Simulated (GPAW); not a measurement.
ZnS (Wurtzite-2H):

```
Zn S
1.0
     3.81100    0.00000    0.00000
    -1.90550    3.30042    0.00000
     0.00000    0.00000    6.23400
Zn S
2 2
Cartesian
  1.9055 1.1001 3.1170
  0.0000 2.2003 0.0000
  1.9055 1.1001 5.5171
  0.0000 2.2003 2.4001
```

Base run:

```yaml
Program: GPAW 26.7.0
Functional: AM05
Potentials_or_basis: PAW data sets generated in the run's folder for this functional
Cutoff: 600 eV
Basis: pw
k_mesh: 6 × 6 × 3
Occupations: fermi-dirac, width 0.05 eV
Spin: no spin polarisation
```

Its results: band gap on the k mesh 2.23 eV, direct; pressure -0.6 GPa; largest force 0.312 eV/Å.

**Question.** After a change of settings the same cell gave: band gap on the k mesh 2.19 eV, direct; pressure 2.3 GPa; largest force 0.323 eV/Å. Which change was it?
A. functional from AM05 to BP86
B. functional from AM05 to LDA; potentials or basis from PAW data sets generated in the run's folder for this functional to the program's PAW data sets (release 1.2.1) made for this functional
C. functional from AM05 to PBEint; band points from 100 to 80
D. functional from AM05 to PBEsol

**Answer.** A.

Not every run made on this cell is shown here.
